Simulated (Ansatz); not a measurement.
**Lattice dynamics at Γ of BeSe (F-43m)**

Perturbation theory with PBEsol in Ansatz 0.2.0 on the PBEsol cell, ground state and force constants on an 8×8×8 mesh. The values are computed, spin-unpolarised, and not measurements.

Space group F-43m (No. 216), cubic; a = 5.129 Å in the conventional setting, 16.86 Å³ an atom. Be is surrounded by 4 Se at 2.22 Å; Se is surrounded by 4 Be at 2.22 Å.

Space group F-43m (No. 216). a = 5.129 Å, b = 5.129 Å, c = 5.129 Å, α = 90.00°, β = 90.00°, γ = 90.00°

| atom | site | symmetry | x | y | z |
| --- | --- | --- | --- | --- | --- |
| Be | 4a | -43m | 0.0000 | 0.0000 | 0.0000 |
| Se | 4d | -43m | 0.2500 | 0.2500 | 0.7500 |

Optical modes without the longitudinal term:
```
ω (cm⁻¹)  degeneracy  IR intensity, summed over the level ((D/Å)²/amu)
     509           3                                             20.01
```

The optical mode at Γ lies at 509 cm⁻¹ without the longitudinal term. With the long-range field the highest mode reaches 573 cm⁻¹. By the program's warning the force constants, and with them frequencies and ε⁰, aren't converged on this mesh.

The electronic dielectric tensor ε∞ is 6.11 in all directions. With the ions relaxed, ε⁰ is 7.7 in all directions. Born charges, averaged over directions: Be +1.53, Se -1.53 e.

With one polar mode in a cubic crystal the Lyddane-Sachs-Teller relation applies: (ω_LO/ω_TO)² = (572.8/509.0)² = 1.266, and ε⁰/ε∞ = 7.742/6.114 = 1.266. The refractive index √ε∞ is 2.47.

For comparison, on the r2SCAN cell the mean ε∞ is 5.57 with r2SCAN (ground state on 8×8×8; least gap 3.12 eV), 6.01 with PBE (ground state on 8×8×8; least gap 2.66 eV).

The runs are scalar-relativistic, without spin-orbit coupling.
